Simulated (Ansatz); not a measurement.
## CdTe (F-43m): a many-body input that goes wrong, and its mend

What is wrong with this input for CdTe (F-43m)?

Calculated with Ansatz 0.2.0; G0W0 on PBE, plane waves, PAW.

### 1. Starting point

Symmetry: F-43m, No. 216, cubic system. Conventional cell: a = 6.480 Å, b = 6.480 Å, c = 6.480 Å, α = 90.00°, β = 90.00°, γ = 90.00°. Nearest to Cd lie 4 Te at 2.81 Å. Te has 4 Cd at 2.81 Å nearest. Farther neighbours and most contacts between anions are not listed.

The cell and positions come from the Crystallography Open Database and are kept as given unless a step says otherwise. Spin-orbit coupling is left out unless a step names it. The default PAW set here is soft_1. Its files were made with PBE.

### 2. First try

Input file input.yaml:

```yaml
crystal:
  lattice:
    - [0.0, 3.24, 3.24]
    - [3.24, 0.0, 3.24]
    - [3.24, 3.24, 0.0]
  atoms:
    - { symbol: Cd, position: [0.0, 0.0, 0.0] }
    - { symbol: Te, position: [0.25, 0.25, 0.25] }
kpoints:
  mp_grid: { grid: [4, 4, 4] }
hamiltonian:
  xc: pbe
  pseudopotentials: { kind: paw, azcp: { folder: "./paw" } }
scf:
  occupations: { method: fixed }
gw:
  n_empty_bands: 110
  ecut_chi: 10
  qp_bands: [v2, c2]
  qp_kpoints: band_edges
  screening: { model: contour_deformation }
```

On the command line:

```sh
$ ansatz run input.yaml --threads 3 --pin off --max-ram 92160MiB --backend cuda --events-out ev --progress --plain --runs-dir out --devices 1 --max-vram 13GiB
```

Numbers of over 12 decimals in the logs are rounded to 6 here.

Output:

```text
GPUs: using 1 of 1 available (devices: 1).
Engine: ansatz 0.2.0, x86_64-unknown-linux-gnu
Pseudopotentials: kind: paw
Pseudopotential: Cd, paw, valence charge 20, recommended cutoff 420 eV (normal), <dir>
Pseudopotential: Te, paw, valence charge 16, recommended cutoff 420 eV (normal), <dir>
Functional definition: PBE
  parameter kappa = 0.804
  parameter beta = 0.066725
  exchange = pbe_x(kappa = kappa, mu = beta*pi^2/3)
  correlation = pbe_c(beta = beta)
device memory: the entry about to start is reckoned to put 1.1 GiB on a device that reports 68.8 GiB free (of which the cap on the GPU budget leaves the run 13.0 GiB)
GPU FFT provider: cuFFT
GPU libraries: cuBLAS 13.8.2, cuFFT 12.4.0, cuSOLVER 12.3.4
Crystal: 2 atoms, lattice volume = 68.024 Å³
Basis set: ecut = 420 eV, 1363 PW (Γ)
Bands: 22, of which v1, the nominal top of the filled ones, is band 18 counted from 1 (17 counted from 0)
Symmetry: 24 space group operations
Space group: F-43m (ITA 216), of the structure as read, at distance tolerance 4.1e-5 Å
k-points: 8 of 64 (time reversal used)
Non-local potential: Cd, projectors of the file, l = 0: 3, l = 1: 2, l = 2: 2, l = 3: 1
Non-local potential: Te, projectors of the file, l = 0: 2, l = 1: 2, l = 2: 2, l = 3: 1
PAW form: soft (Blöchl's): semilocal exchange-correlation on the pseudo side does not see the compensation charge
PAW one-centre angular grid: Cd, 590 points (default); XC on 64 Gauss nodes
PAW one-centre angular grid: Te, 590 points (default); XC on 64 Gauss nodes
Initial density: superposition of atomic densities (chi_scale 0.1, normalization cell, long waves kept (reshape's long-wave potential 0.00 eV rms))
Initial wavefunctions: pseudopotential atomic-orbital guess
GPU buffer pool allocated for 32768 grid points (all kernels)
GPU transforms: local potential and band sums: pruned to the plane-wave sphere, on 30×32×32
Functional: x = pbe(κ = 0.804, μ = 0.219515), c = pbe(β = 0.066725)
SCF iter   1: F=—  HF=-15235.429300 eV  |F-HF|=—  |Δ(HF+E_count)|=         —  Δρ=2.14e-2  dr2=2.13e-1  ethr=3.10e-3  ⟨swp⟩=4.6  Hψ=693  notcnv=0  defer=13
preconditioner: auto → none  [insulator: Δε(μ)=0.675 eV  Ē_g=11.547 eV  n_scr=14 (ndim 8)  ℏωp=19.1 eV  f_vac=0.156  ε∞_Penn≈3.7]
SCF iter   2: F=—  HF=-15235.406208 eV  |F-HF|=—  |Δ(HF+E_count)|=   2.31e-2  Δρ=9.02e-3  dr2=4.50e-2  ethr=5.93e-4  ⟨swp⟩=3.6  Hψ=410  notcnv=0  defer=11
SCF iter   3: F=—  HF=-15235.409749 eV  |F-HF|=—  |Δ(HF+E_count)|=   3.54e-3  Δρ=4.38e-3  dr2=8.37e-3  ethr=1.25e-4  ⟨swp⟩=2.9  Hψ=268  notcnv=0  defer=13
SCF iter   4: F=—  HF=-15235.410429 eV  |F-HF|=—  |Δ(HF+E_count)|=   6.80e-4  Δρ=5.89e-4  dr2=8.66e-5  ethr=2.32e-5  ⟨swp⟩=2.5  Hψ=328  notcnv=0  defer=12
SCF iter   5: F=—  HF=-15235.410495 eV  |F-HF|=—  |Δ(HF+E_count)|=   6.60e-5  Δρ=9.67e-5  dr2=3.32e-6  ethr=2.41e-7  ⟨swp⟩=2.8  Hψ=328  notcnv=0  defer=12
SCF iter   6: F=—  HF=-15235.410497 eV  |F-HF|=—  |Δ(HF+E_count)|=   2.31e-6  Δρ=2.63e-5  dr2=5.44e-7  ethr=9.23e-9  ⟨swp⟩=2.0  Hψ=288  notcnv=0  defer=12
SCF iter   7: F=-15235.410497 eV  HF=-15235.410497 eV  |F-HF|=1.50e-8  |Δ(HF+E_count)|=   1.78e-7  Δρ=3.60e-6  dr2=1.03e-8  ethr=2.78e-10  ⟨swp⟩=7.9  Hψ=795  notcnv=0
SCF 1 converged in 7 iterations: F = -15235.410497 eV  dr2 = 1.03e-8
[...]
device memory: the entry about to start is reckoned to put 1.6 GiB on a device that reports 68.6 GiB free (of which the cap on the GPU budget leaves the run 13.0 GiB)
NSCF: frozen V_eff on 8 k-points
[...]
device memory: the entry about to start is reckoned to put 3.1 GiB on a device that reports 69.3 GiB free (of which the cap on the GPU budget leaves the run 13.0 GiB)
NSCF: frozen V_eff on 8 k-points
G₀W₀ screening: q 1/8
[... further progress lines ...]
device memory: the entry about to start is reckoned to put 0.4 GiB on a device that reports 67.7 GiB free (of which the cap on the GPU budget leaves the run 13.0 GiB)
NSCF: frozen V_eff on 1 k-points
SCF converged after 7 iterations
Free energy (F): -15235.410497 eV
Harris-Foulkes:  -15235.410497 eV  (|F-HF|=1.50e-8)
Internal energy: -15235.410497 eV  (E = F + TS)
E sigma→0 (E₀):  -15235.410497 eV
Fermi energy:    7.483641 eV
--- Per-component energies (eV) ---
  E_band       = -789.246988
  E_kinetic    = 613.339384
  E_local      = -5809.596918  (includes V_loc(G=0)·N_el)
  E_nonlocal   = 186.737276
  E_hartree    = 2737.292735
  E_xc         = -278.864804
  E_vxc        = -297.875958  (∫ρ·V_xc dr)
  E_paw        = -8772.294278  (= ΣΔE_a)
  E_vpaw       = -956.431572  (= ΣTr[D̂ρ^β])
  E_aug_tail   = 0.000394  (compensation charges beyond the density's cutoff)
  E_ewald      = -3912.024287
  E_smearing   = -0.000000  (= −TS)
  E_closure    = 0.000000  (closes the sum)
  Σ components = -15235.410497   (vs F -15235.410497, Δ=0.00e0)
--- Band table (eV; the first three rows and the last of 8) ---
  k-point 0: bands = [... 14 lower, -0.5667, 7.4836, 7.4836, 7.4836, 8.2436, 12.0835, 12.0835, 12.0835]
  k-point 1: bands = [... 14 lower, -0.5670, 4.7536, 7.0541, 7.0541, 9.4647, 12.6353, 12.6353, 12.8449]
  k-point 2: bands = [... 14 lower, -0.2096, 3.0530, 6.7070, 6.7070, 9.2939, 12.6758, 12.6758, 14.5445]
  k-point 7: bands = [... 14 lower, 0.0130, 3.2904, 5.1585, 5.2837, 11.7323, 12.1630, 13.0387, 13.7932]
--- G₀W₀: contour deformation, 7 samples at zero and on the imaginary axis and 2 off it, 64 q-points, 110 empty bands' worth ---
  eigenvalues of the whole cell's RPA ε∞ on this k-mesh (on a slab, of 1 + 4πα/V) = 27.4480, 27.4480, 27.4480; static W/v taken at q = 0 is 0.036432
  gw.qp_kpoints: band_edges: 5 of 8 stored k-points solved, in 1 pass; an edge of the gap read off the rows below is read off those points alone
    valence top: of the k-points left out ik 5 came nearest to being solved in a further pass, in band 18 (counted from 1, as in the quasiparticle table): it holds the edge there only if its correction is more favourable than any solved in that band by at least 0.808 eV; those differ by 0.143 eV
    conduction bottom: of the k-points left out ik 4 came nearest to being solved in a further pass, in band 19 (counted from 1, as in the quasiparticle table): it holds the edge there only if its correction is more favourable than any solved in that band by at least 1.519 eV; those differ by 0.685 eV
    ik  band        ε_KS         Σx   Σc(E_QP)       V_xc       Z   E_QP_lin       E_QP  E_QP is
     0    17      7.4836   -17.9267     2.1131   -15.8956  0.7746     7.5653     7.5657  root
     0    18      7.4836   -17.9267     2.1131   -15.8956  0.7746     7.5653     7.5657  root
     0    19      8.2436    -9.3527    -3.1286   -13.3171  0.7842     9.1326     9.0794  root
     0    20     12.0835    -6.6240    -3.5727   -10.8587  0.7646    12.7963    12.7455  root
     1    17      7.0541   -17.3052     2.2090   -15.1479  0.7703     7.1056     7.1058  root
     1    18      7.0541   -17.3052     2.2090   -15.1479  0.7703     7.1056     7.1058  root
     1    19      9.4647    -8.7070    -3.1921   -12.7008  0.7791    10.3192    10.2664  root
     1    20     12.6353    -6.7439    -3.7255   -11.1248  0.7617    13.3394    13.2907  root
     2    17      6.7070   -16.9213     2.3288   -14.6241  0.7660     6.7386     6.7386  root
     2    18      6.7070   -16.9213     2.3288   -14.6241  0.7660     6.7386     6.7386  root
     2    19      9.2939    -8.3720    -3.2255   -12.3137  0.7807    10.0857    10.0101  root
     2    20     12.6758    -6.5122    -3.7311   -10.7850  0.7583    13.2426    13.2174  root
     3    17      6.3955   -16.4673     2.3545   -14.0965  0.7618     6.3792     6.3792  root
     3    18      6.3955   -16.4673     2.3545   -14.0965  0.7618     6.3792     6.3792  root
     3    19     10.4191    -8.8810    -3.3062   -13.0019  0.7731    11.2874    11.2338  root
     3    20     10.8130    -6.4781    -3.4054   -10.2775  0.7759    11.2169    11.2070  root
     6    17      5.6167   -15.6897     2.6304   -12.9983  0.7489     5.5555     5.5558  root
     6    18      5.6167   -15.6897     2.6304   -12.9983  0.7489     5.5555     5.5558  root
     6    19     10.0843    -5.9179    -3.3156    -9.3846  0.7807    10.2364    10.2353  root
     6    20     10.1522    -8.1022    -3.2627   -11.9523  0.7769    10.7706    10.7397  root
```

The job ended after 19 s (1 × NVIDIA H100 80GB HBM3 (shared by 6 runs) with 3 threads of AMD EPYC 7R13 (Zen 3), shared host; peak memory 1.1 GiB; 5.3 s of CPU time).

**What went wrong?**

The run ended normally, though the input holds a fault or crude settings.

The fault: screening cutoff of 10 eV. Nearly all local fields and short-range correlation are left out.

It printed a gap of 1.51 eV, which is an artefact of the settings.

### 3. A better input

G0W0 replaces the xc potential by the self-energy, built once from these orbitals. Only a window of levels is corrected, while the sums run over the empty bands that the input names.

Edit input.yaml of step 2 so:

```diff
@@ -16,4 +16,4 @@
 gw:
-  n_empty_bands: 110
-  ecut_chi: 10
+  n_empty_bands: 203
+  ecut_chi: 120
   qp_bands: [v2, c2]
```

Output:

```text
GPUs: using 1 of 1 available (devices: 1).
[...]
GPU FFT provider: cuFFT
GPU libraries: cuBLAS 13.8.2, cuFFT 12.4.0, cuSOLVER 12.3.4
Crystal: 2 atoms, lattice volume = 68.024 Å³
Basis set: ecut = 420 eV, 1363 PW (Γ)
Bands: 22, of which v1, the nominal top of the filled ones, is band 18 counted from 1 (17 counted from 0)
[... 1 set-up line as in the run before ...]
[...]
k-points: 8 of 64 (time reversal used)
[...]
GPU buffer pool allocated for 32768 grid points (all kernels)
[...]
SCF iter   1: F=—  HF=-15235.429300 eV  |F-HF|=—  |Δ(HF+E_count)|=         —  Δρ=2.14e-2  dr2=2.13e-1  ethr=3.10e-3  ⟨swp⟩=4.6  Hψ=693  notcnv=0  defer=13
[...]
SCF iter   7: F=-15235.410497 eV  HF=-15235.410497 eV  |F-HF|=1.50e-8  |Δ(HF+E_count)|=   1.78e-7  Δρ=3.60e-6  dr2=1.03e-8  ethr=2.78e-10  ⟨swp⟩=7.9  Hψ=795  notcnv=0
SCF 1 converged in 7 iterations: F = -15235.410497 eV  dr2 = 1.03e-8
[...]
0    17      7.4836   -17.9267     1.5192   -15.8956  0.7367     6.9520     6.9718  root
     0    18      7.4836   -17.9267     1.5192   -15.8956  0.7367     6.9520     6.9718  root
     0    19      8.2436    -9.3527    -3.8705   -13.3171  0.7586     8.3380     8.3376  root
     0    20     12.0835    -6.6240    -4.1743   -10.8587  0.7406    12.1441    12.1439  root
     1    17      7.0541   -17.3052     1.6137   -15.1479  0.7335     6.4866     6.5105  root
     1    18      7.0541   -17.3052     1.6137   -15.1479  0.7335     6.4866     6.5105  root
     1    19      9.4647    -8.7070    -3.9062   -12.7008  0.7527     9.5526     9.5523  root
     1    20     12.6353    -6.7439    -4.3103   -11.1248  0.7354    12.7061    12.7059  root
[...]
6    17      5.6167   -15.6897     2.0668   -12.9983  0.7148     4.9517     4.9921  root
     6    18      5.6167   -15.6897     2.0668   -12.9983  0.7148     4.9517     4.9921  root
     6    19     10.0843    -5.9179    -3.6168    -9.3846  0.7623     9.9352     9.9342  root
     6    20     10.1522    -8.1022    -3.8110   -11.9523  0.7517    10.1914    10.1913  root
[key lines of the parts left out:]
SCF converged after 7 iterations
Free energy (F): -15235.410497 eV
Fermi energy:    7.483641 eV
```

Run time: 16 s. Hardware: 1 × NVIDIA H100 80GB HBM3 (shared by 6 runs) with 3 threads; peak memory 1.2 GiB.

Numbers from this step:

```
bands summed                                 : 221
RPA ε∞ on this mesh (eigenvalues)            : 26.22, 26.22, 26.22
plane waves in the screening matrix          : 181
q-points in the mesh                         : 64
G0W0 gap on the mesh                         : 1.366 eV
k of the valence top                         : 0, 0, 0
k of the conduction bottom                   : 0, 0, 0
starting gap on the mesh                     : 0.7600 eV
Z at the valence top                         : 0.7367
Z at the conduction bottom                   : 0.7586
least direct G0W0 gap on the computed points : 1.366 eV
```

The gap on the mesh goes from 0.76 eV to 1.37 eV, a correction of +0.61 eV. Between the two edge states, bare exchange in place of the xc potential would open the gap by 6.00 eV, and correlation takes back 5.39 eV.

### 4. Results

```json
{"first try": "converged after 19 s", "better run": "G0W0 gap on the mesh 1.37 eV (4×4×4 mesh, 203 empty bands, screening to 120 eV)"}
```

In words: The second run differs in: empty bands and screening cutoff (eV). Bands and cutoff are finite, so the gap is not at the basis limit. The miss can reach some tenths of an eV and take either sign; the mesh is an error of its own. The 4×4×4 mesh is coarse for this cell (its supercell is 18 Å along the shortest edge). The RPA ε∞ on it, from the PBE start, is 26.22; such meshes misread the long-range screening, most where the gap is narrow. The RPA ε∞ on this mesh reaches over 25; with a narrow direct gap a coarse mesh can overstate it, and the correction is then too small. The many-body steps are scalar-relativistic: spin-orbit coupling is not in them.

[Paths, hosts, dates, memory and timing lines, banners, echoed tables and standing remarks are left out of the program output.]

[Logs are printed without paths, hosts, clocks, repeated set-up lines and the standing remarks that a program may print on its own settings, such as how far it seeks lower states.]

[Runs of the session that timed out or met a known fault of the program may be left out.]

[Cells called generated may have been cut or substituted from an entry of the Crystallography Open Database or the Materials Project.]

[Hosts, paths, dates, database ids (printed as entryN), source tags and the programs' standing remarks are cut or masked in the printed files.]
